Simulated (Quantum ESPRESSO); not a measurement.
# SrCl2 (Fm-3m): modes at Γ and the response to a field, part 2 of 2

Aim: the zone-centre modes of SrCl2 (Fm-3m).

Quantum ESPRESSO 7.5; DFT LDA, scalar-relativistic, plane waves, PseudoDojo norm-conserving pseudopotentials.

So far. Step 2 (A first look): A gap of 4.9 eV opens on this mesh, so the crystal is taken as an insulator; the start stands at -2.9 GPa. Step 4 (Ground state): The cell stands at -0.0030 GPa, close enough for phonons. The relaxed cell has a = 6.799 Å (conventional setting).

## 5. Zone-centre response

At q = 0 one unit cell holds all displacements; symmetry groups them into irreducible representations that are solved one by one. The response to a field gives ε∞ and the Born charges, which polar modes need.

Contents of ph.in:

```
phonons
 &inputph
    prefix='x',
    outdir='./tmp',
    fildyn='g.dyn',
    tr2_ph=1.0d-18,
    epsil=.true.,
 /
0.000000000000 0.000000000000 0.000000000000
```

Started as:

```console
> OMP_NUM_THREADS=1 mpirun -n 4 ph.x -nk 4 -in ph.in > ph.out
```

The program printed:

```text
[banners, grids, parts of the stress and lines that vanish by symmetry left out]
[banner, memory and clock lines left out]
Program PHONON v.7.5

     ./tmp/x.save/

     IMPORTANT: XC functional enforced from input :
     Exchange-correlation= PW
                           (   1   4   0   0   0   0   0)
     Any further DFT definition will be discarded
     Please, verify this is what you really want

     G-vector sticks info

     Reading collected, re-writing distributed wavefunctions in ./tmp/

     Number and degeneracy of irreps per q-point
       N         xq(1)         xq(2)         xq(3)   N irreps
       1   0.000000000   0.000000000   0.000000000       3
        3   3   3

     Calculation of q =    0.0000000   0.0000000   0.0000000

     phonons

     bravais-lattice index     =            0
     lattice parameter (alat)  =       9.0849  a.u.
     unit-cell volume          =     530.2128 (a.u.)^3
     number of atoms/cell      =            3
     number of atomic types    =            2
     kinetic-energy cut-off    =      68.0000  Ry
     charge density cut-off    =     272.0000  Ry
     convergence threshold     =      1.0E-18
     beta                      =       0.7000
     number of iterations used =            4
     Exchange-correlation= PW
                           (   1   4   0   0   0   0   0)

     celldm(1)=    9.08493  celldm(2)=    0.00000  celldm(3)=    0.00000
     celldm(4)=    0.00000  celldm(5)=    0.00000  celldm(6)=    0.00000

     crystal axes: (cart. coord. in units of alat)
               a(1) = (  0.0000  0.7071  0.7071 )
               a(2) = (  0.7071  0.0000  0.7071 )
               a(3) = (  0.7071  0.7071  0.0000 )

     reciprocal axes: (cart. coord. in units 2 pi/alat)
               b(1) = ( -0.7071  0.7071  0.7071 )
               b(2) = (  0.7071 -0.7071  0.7071 )
               b(3) = (  0.7071  0.7071 -0.7071 )

     Atoms inside the unit cell:

     Cartesian axes

     site n.  atom      mass           positions (alat units)
        1  Sr     87.6200   tau(    1) = (    0.00000    0.00000    0.00000  )
        2  Cl     35.4500   tau(    2) = (    0.35355    0.35355    0.35355  )
        3  Cl     35.4500   tau(    3) = (    1.06066    1.06066    1.06066  )

     Computing dynamical matrix for
                    q = (   0.0000000   0.0000000   0.0000000 )

     49 Sym.Ops. (with q -> -q+G )

     G cutoff =  568.6600  (  39957 G-vectors)     FFT grid: ( 48, 48, 48)
     number of k points=    16
                       cart. coord. in units 2pi/alat
        k(    1) = (   0.0000000   0.0000000   0.0000000), wk =   0.0092593
        k(    2) = (   0.1178511   0.1178511  -0.1178511), wk =   0.0740741
        k(    3) = (   0.2357023   0.2357023  -0.2357023), wk =   0.0740741
        [... further k-points left out ...]

     PseudoPot. # 1 for Sr read from file:
     ./pseudo/Sr.upf
     Pseudo is Norm-conserving + core correction, Zval = 10.0
     Using radial grid of 1812 points,  6 beta functions with:
                l(1) =   0
                l(2) =   0
                l(3) =   1
                l(4) =   1
                l(5) =   2
                l(6) =   2

     PseudoPot. # 2 for Cl read from file:
     ./pseudo/Cl.upf
     Pseudo is Norm-conserving + core correction, Zval =  7.0
     Using radial grid of 1016 points,  6 beta functions with:
                l(1) =   0
                l(2) =   0
                l(3) =   1
                l(4) =   1
                l(5) =   2
                l(6) =   2

     Mode symmetry, O_h (m-3m)  point group:

     Electric field:
     Dielectric constant
     Born effective charges as d Force / d E

     Atomic displacements:
     There are    3 irreducible representations

     Representation     1      3 modes -  To be done

     Representation     2      3 modes -  To be done

     Representation     3      3 modes -  To be done

     Alpha used in Ewald sum =   2.6000

     Electric Fields Calculation

      iter #   1   av.it.:   6.6
      thresh= 1.000E-02 alpha_mix =  0.700 |ddv_scf|^2 =  9.637E-08

      iter #   2   av.it.:  12.5
      thresh= 3.104E-05 alpha_mix =  0.700 |ddv_scf|^2 =  1.156E-08

      iter #   3   av.it.:  12.3
      thresh= 1.075E-05 alpha_mix =  0.700 |ddv_scf|^2 =  1.531E-10

      iter #   4   av.it.:  12.3
      thresh= 1.237E-06 alpha_mix =  0.700 |ddv_scf|^2 =  8.757E-12

      iter #   5   av.it.:  12.3
      thresh= 2.959E-07 alpha_mix =  0.700 |ddv_scf|^2 =  2.191E-13

      iter #   6   av.it.:  11.8
      thresh= 4.681E-08 alpha_mix =  0.700 |ddv_scf|^2 =  2.318E-16

      iter #   7   av.it.:  12.5
      thresh= 1.523E-09 alpha_mix =  0.700 |ddv_scf|^2 =  8.925E-18

      iter #   8   av.it.:  12.6
      thresh= 2.987E-10 alpha_mix =  0.700 |ddv_scf|^2 =  3.613E-20

     End of electric fields calculation

          Dielectric constant in cartesian axis

          (       3.131718047       0.000000000       0.000000000 )
          (       0.000000000       3.131718047       0.000000000 )
          (       0.000000000       0.000000000       3.131718047 )

          Effective charges (d Force / dE) in cartesian axis without acoustic sum rule applied (asr)

           atom    1  Sr    Mean Z*:        2.48849
      Ex  (        2.48849        0.00000       -0.00000 )
      Ey  (        0.00000        2.48849        0.00000 )
      Ez  (       -0.00000       -0.00000        2.48849 )
           atom    2  Cl    Mean Z*:       -1.24507
      Ex  (       -1.24507        0.00000       -0.00000 )
      Ey  (        0.00000       -1.24507       -0.00000 )
      Ez  (       -0.00000       -0.00000       -1.24507 )
           atom    3  Cl    Mean Z*:       -1.24507
      Ex  (       -1.24507        0.00000       -0.00000 )
      Ey  (        0.00000       -1.24507        0.00000 )
      Ez  (       -0.00000        0.00000       -1.24507 )

          Effective charges Sum: Mean:       -0.00166
             -0.00166        0.00000       -0.00000
              0.00000       -0.00166        0.00000
             -0.00000        0.00000       -0.00166

          Effective charges (d Force / dE) in cartesian axis with asr applied:
           atom    1  Sr    Mean Z*:        2.48904
      E*x (        2.48904        0.00000       -0.00000 )
      E*y (        0.00000        2.48904        0.00000 )
      E*z (       -0.00000       -0.00000        2.48904 )
           atom    2  Cl    Mean Z*:       -1.24452
      E*x (       -1.24452       -0.00000        0.00000 )
      E*y (       -0.00000       -1.24452       -0.00000 )
      E*z (        0.00000       -0.00000       -1.24452 )
           atom    3  Cl    Mean Z*:       -1.24452
      E*x (       -1.24452       -0.00000        0.00000 )
      E*y (       -0.00000       -1.24452       -0.00000 )
      E*z (        0.00000        0.00000       -1.24452 )

     Representation #   1 modes #   1   2   3

     Self-consistent Calculation

      iter #   1   av.it.:   6.5
      thresh= 1.000E-02 alpha_mix =  0.700 |ddv_scf|^2 =  3.002E-07

      iter #   2   av.it.:  12.6
      thresh= 5.479E-05 alpha_mix =  0.700 |ddv_scf|^2 =  8.227E-08

      iter #   3   av.it.:  11.8
      thresh= 2.868E-05 alpha_mix =  0.700 |ddv_scf|^2 =  2.294E-10

      iter #   4   av.it.:  11.9
      thresh= 1.515E-06 alpha_mix =  0.700 |ddv_scf|^2 =  3.010E-12

      iter #   5   av.it.:  12.0
      thresh= 1.735E-07 alpha_mix =  0.700 |ddv_scf|^2 =  1.026E-14

      iter #   6   av.it.:  12.1
      thresh= 1.013E-08 alpha_mix =  0.700 |ddv_scf|^2 =  2.195E-17

[...]
End of self-consistent calculation

     Convergence has been achieved

     Representation #   2 modes #   4   5   6

     Self-consistent Calculation

[...]
End of self-consistent calculation

     Convergence has been achieved

     Representation #   3 modes #   7   8   9

     Self-consistent Calculation

[...]
iter #   2   av.it.:  12.7
      thresh= 5.415E-05 alpha_mix =  0.700 |ddv_scf|^2 =  3.663E-08

      iter #   3   av.it.:  12.7
      thresh= 1.914E-05 alpha_mix =  0.700 |ddv_scf|^2 =  3.443E-10

      iter #   4   av.it.:  12.8
      thresh= 1.856E-06 alpha_mix =  0.700 |ddv_scf|^2 =  1.191E-11

      iter #   5   av.it.:  12.8
      thresh= 3.452E-07 alpha_mix =  0.700 |ddv_scf|^2 =  2.559E-13

      iter #   6   av.it.:  12.7
      thresh= 5.059E-08 alpha_mix =  0.700 |ddv_scf|^2 =  6.371E-16

      iter #   7   av.it.:  12.8
      thresh= 2.524E-09 alpha_mix =  0.700 |ddv_scf|^2 =  1.024E-17

      iter #   8   av.it.:  12.7
      thresh= 3.201E-10 alpha_mix =  0.700 |ddv_scf|^2 =  1.818E-19

     End of self-consistent calculation

     Convergence has been achieved

     Number of q in the star =    1
     List of q in the star:
          1   0.000000000   0.000000000   0.000000000

          Dielectric constant in cartesian axis

          (       3.131718047       0.000000000       0.000000000 )
          (       0.000000000       3.131718047       0.000000000 )
          (       0.000000000       0.000000000       3.131718047 )

          Effective charges (d Force / dE) in cartesian axis without acoustic sum rule applied (asr)

           atom    1  Sr    Mean Z*:        2.48849
      Ex  (        2.48849        0.00000       -0.00000 )
      Ey  (        0.00000        2.48849        0.00000 )
      Ez  (       -0.00000       -0.00000        2.48849 )
           atom    2  Cl    Mean Z*:       -1.24507
      Ex  (       -1.24507        0.00000       -0.00000 )
      Ey  (        0.00000       -1.24507       -0.00000 )
      Ez  (       -0.00000       -0.00000       -1.24507 )
           atom    3  Cl    Mean Z*:       -1.24507
      Ex  (       -1.24507        0.00000       -0.00000 )
      Ey  (        0.00000       -1.24507        0.00000 )
      Ez  (       -0.00000        0.00000       -1.24507 )

          Effective charges Sum: Mean:       -0.00166
             -0.00166        0.00000       -0.00000
              0.00000       -0.00166        0.00000
             -0.00000        0.00000       -0.00166

          Effective charges (d Force / dE) in cartesian axis with asr applied:
           atom    1  Sr    Mean Z*:        2.48904
      E*x (        2.48904        0.00000       -0.00000 )
      E*y (        0.00000        2.48904        0.00000 )
      E*z (       -0.00000       -0.00000        2.48904 )
           atom    2  Cl    Mean Z*:       -1.24452
      E*x (       -1.24452       -0.00000        0.00000 )
      E*y (       -0.00000       -1.24452       -0.00000 )
      E*z (        0.00000       -0.00000       -1.24452 )
           atom    3  Cl    Mean Z*:       -1.24452
      E*x (       -1.24452       -0.00000        0.00000 )
      E*y (       -0.00000       -1.24452       -0.00000 )
      E*z (        0.00000        0.00000       -1.24452 )

     Diagonalizing the dynamical matrix

     q = (    0.000000000   0.000000000   0.000000000 )

 **************************************************************************
     freq (    1) =       0.011566 [THz] =       0.385809 [cm-1]
     freq (    2) =       0.011566 [THz] =       0.385809 [cm-1]
     freq (    3) =       0.011566 [THz] =       0.385809 [cm-1]
     freq (    4) =       4.657865 [THz] =     155.369662 [cm-1]
     freq (    5) =       4.657865 [THz] =     155.369662 [cm-1]
     freq (    6) =       4.657865 [THz] =     155.369662 [cm-1]
     freq (    7) =       5.743537 [THz] =     191.583762 [cm-1]
     freq (    8) =       5.743537 [THz] =     191.583762 [cm-1]
     freq (    9) =       5.743537 [THz] =     191.583762 [cm-1]
 **************************************************************************

     Mode symmetry, O_h (m-3m)  point group:

     freq (   1-   3) =          0.4  [cm-1]   --> T_1u G_15  G_4- I
     freq (   4-   6) =        155.4  [cm-1]   --> T_1u G_15  G_4- I
     freq (   7-   9) =        191.6  [cm-1]   --> T_2g G_25' G_5+ R
```

Elapsed: 3 min, on 4 MPI ranks of Intel Xeon Platinum 8259CL at 2.50GHz (Skylake/Cascade Lake), shared host; 12 min of CPU time.

This step gave:

| Property | Result |
| --- | --- |
| miss of the charge sum rule | 0.001650 e |
| largest acoustic frequency at the zone centre before the sum rule | 0.39 cm⁻¹ |
| highest optical zone-centre mode (no LO-TO term) | 191.6 cm⁻¹ |
| lowest optical zone-centre mode | 155.4 cm⁻¹ |
| mean high-frequency dielectric constant | 3.132 |
| largest Born charge in size (third of the trace) | 2.489 e |

Born charge (rows field, columns displacement), before the sum rule (e), principal values of the symmetric part by kind of site:

```
atom  atoms with these values    low  middle   high   mean
 Sr1                        1   2.49    2.49   2.49   2.49
 Cl2                        2  -1.25   -1.25  -1.25  -1.25
```

In full for Sr1:

```
2.49 0.00 0.00
0.00 2.49 0.00
0.00 0.00 2.49
```

High-frequency dielectric tensor:

```
3.13 0.00 0.00
0.00 3.13 0.00
0.00 0.00 3.13
```

The acoustic modes at Γ come out as far as 0.4 cm⁻¹ from zero, where they should vanish, a small numerical error; the Born charges miss their sum rule by 0.0016 e, which is good.

## 6. Zone-centre analysis

A rigid shift of the crystal must cost nothing, but grids and finite bases break this; the acoustic sum rule is imposed before the matrix is diagonalised again. With Born charges the intensities follow, and the static dielectric tensor.

Contents of dynmat.in:

```
 &input
    fildyn='g.dyn',
    asr='simple',
    fileig='dynmat.eig',
    lperm=.true.,
 /
```

Started as:

```console
> dynmat.x -in dynmat.in > dynmat.out
```

The program printed:

```text
[banner, memory and clock lines left out]
Program DYNMAT v.7.5

     Reading Dynamical Matrix from file g.dyn
     ...Force constants read
     ...epsilon and Z* read
     A direction for q was not specified:TO-LO splitting will be absent

     Polarizability (A^3 units)
     multiply by 0.584600 for Clausius-Mossotti correction
        13.328262    0.000000    0.000000
         0.000000   13.328262    0.000000
         0.000000    0.000000   13.328262

     IR activities are in (D/A)^2/amu units

# mode   [cm-1]    [THz]      IR
    1     -0.00   -0.0000    0.0000
    2      0.00    0.0000    0.0000
    3      0.00    0.0000    0.0000
    4    155.37    4.6578    3.6473
    5    155.37    4.6578    3.6473
    6    155.37    4.6578    3.6473
    7    191.58    5.7435    0.0000
    8    191.58    5.7435    0.0000
    9    191.58    5.7435    0.0000

Electronic dielectric permittivity tensor (relative, adimensional)
         3.131718    0.000000    0.000000
         0.000000    3.131718    0.000000
         0.000000    0.000000    3.131718

 ... with zone-center polar mode contributions
         7.233176    0.000000    0.000000
         0.000000    7.233176    0.000000
         0.000000    0.000000    7.233176

[end of the log left out, with the tail of the file of modes that dynmat.x writes under the same name]
```

Elapsed: 0.66 s, on 1 thread.

Read from the output:

```yaml
mean_static_dielectric_constant: 7.233
```

Unit eigenvectors of the mass-weighted matrix after the sum rule; no LO-TO term. Modes at Γ, with each element's share of the kinetic energy:

```csv
mode,frequency (cm⁻¹),symmetry,Sr %,Cl %
1,0.0,acoustic,55,45
2,0.0,acoustic,55,45
3,0.0,acoustic,55,45
4,155.4,T1u,45,55
5,155.4,T1u,45,55
6,155.4,T1u,45,55
7,191.6,T2g,0,100
8,191.6,T2g,0,100
9,191.6,T2g,0,100
```

Displacements in mode 6 (155.4 cm⁻¹), the largest set to 1:
```
Sr1  0.81  0.18 -0.18
Cl2 -1.00 -0.23  0.22
Cl3 -1.00 -0.23  0.22
```

Displacements in mode 9 (191.6 cm⁻¹), the largest set to 1:
```
Sr1  0.00  0.00  0.00
Cl2  1.00 -0.06  0.18
Cl3 -1.00  0.06 -0.18
```

Degenerate modes summed, no LO-TO term. Lines of the infrared spectrum (strongest = 100):

```
position (cm⁻¹)  lines merged  label  IR intensity, relative
            155             3    T1u                     100
            192             3    T2g                     0.0
```

Static dielectric tensor (ions relaxed, fixed cell):

```
7.23 0.00 0.00
0.00 7.23 0.00
0.00 0.00 7.23
```

The rule moves no optical mode by more than 0.1 cm⁻¹.

## 7. The LO-TO splitting (1 0 0)

A longitudinal polar mode sets up a macroscopic field that stiffens it; the term hangs on the direction from which q goes to zero.

Contents of dynmat.in:

```
 &input
    fildyn='g.dyn',
    asr='simple',
    fileig='dynmat.eig',
    q(1)=1.0,
    q(2)=0.0,
    q(3)=0.0,
 /
```

Started as:

```console
> dynmat.x -in dynmat.in > dynmat.out
```

The program printed:

```text
[banner, memory and clock lines left out]
Program DYNMAT v.7.5

     Reading Dynamical Matrix from file g.dyn
     ...Force constants read
     ...epsilon and Z* read

     Polarizability (A^3 units)
     multiply by 0.584600 for Clausius-Mossotti correction
        13.328262    0.000000    0.000000
         0.000000   13.328262    0.000000
         0.000000    0.000000   13.328262

     IR activities are in (D/A)^2/amu units

# mode   [cm-1]    [THz]      IR
    1      0.00    0.0000    0.0000
    2      0.00    0.0000    0.0000
    3      0.00    0.0000    0.0000
    4    155.37    4.6578    3.6473
    5    155.37    4.6578    3.6473
    6    191.58    5.7435    0.0000
    7    191.58    5.7435    0.0000
    8    191.58    5.7435    0.0000
    9    236.12    7.0788    3.6473

[end of the log left out, with the tail of the file of modes that dynmat.x writes under the same name]
```

The job ended after 0.66 s (1 thread).

Read from the output:

| Property | Result |
| --- | --- |
| highest mode moved by the LO-TO term | 236.1 cm⁻¹ |

Zone-centre frequencies as printed; negative means imaginary. Modes:

```
mode  frequency (cm⁻¹)
   1                 0
   2                 0
   3                 0
   4             155.4
   5             155.4
   6             191.6
   7             191.6
   8             191.6
   9             236.1
```

The field moves one mode, from 155 to 236 cm⁻¹; the others stay.

## 8. What came out

```yaml
space_group_after_relaxation: Fm-3m
volume_per_atom: 26.2 Å³
gap_on_the_k_mesh: 5.10 eV
highest_optical_zone_centre_mode_no_lo_to_term: 191.6 cm⁻¹
lowest_optical_zone_centre_mode: 155.4 cm⁻¹
highest_mode_moved_by_the_lo_to_term: 236.1 cm⁻¹
mean_high_frequency_dielectric_constant: 3.13
largest_born_charge_in_size_third_of_the_trace: 2.49 e
mean_static_dielectric_constant: 7.23
imaginary_optical_modes_at_the_zone_centre_no_q_mesh_in_this_session: none
```

At the LDA level the optical modes of SrCl2 (Fm-3m) at the zone centre (no LO-TO term) run from 155 to 192 cm⁻¹. Along the directions run, the highest mode that the macroscopic field moves lies at 236 cm⁻¹. Lattice motion raises the mean dielectric constant from 3.132 to 7.233. The Born charge of Cl is -1.245 e against a formal charge of -1, somewhat above it. Of the 6 optical modes, 3 are infrared active alone and 3 are Raman active alone; inversion symmetry keeps the two sets apart. Left out of this account: PBE with PseudoDojo NC, since it is gradient-corrected and no frozen-mode check or second program bears its response out; PBEsol with PseudoDojo NC, since it is gradient-corrected and no frozen-mode check or second program bears its response out. What is said of the levels holds for those shown. These are harmonic frequencies at zero temperature: anharmonic shifts and linewidths and thermal expansion are left out.

[Host names and launcher messages were left out of these logs when they were recorded.]

[Logs are printed without paths, hosts, clocks, repeated set-up lines and the standing remarks that a program may print on its own settings, such as how far it seeks lower states.]

[Hosts, paths, dates, database ids (printed as entryN), source tags and the programs' standing remarks are cut or masked in the printed files.]
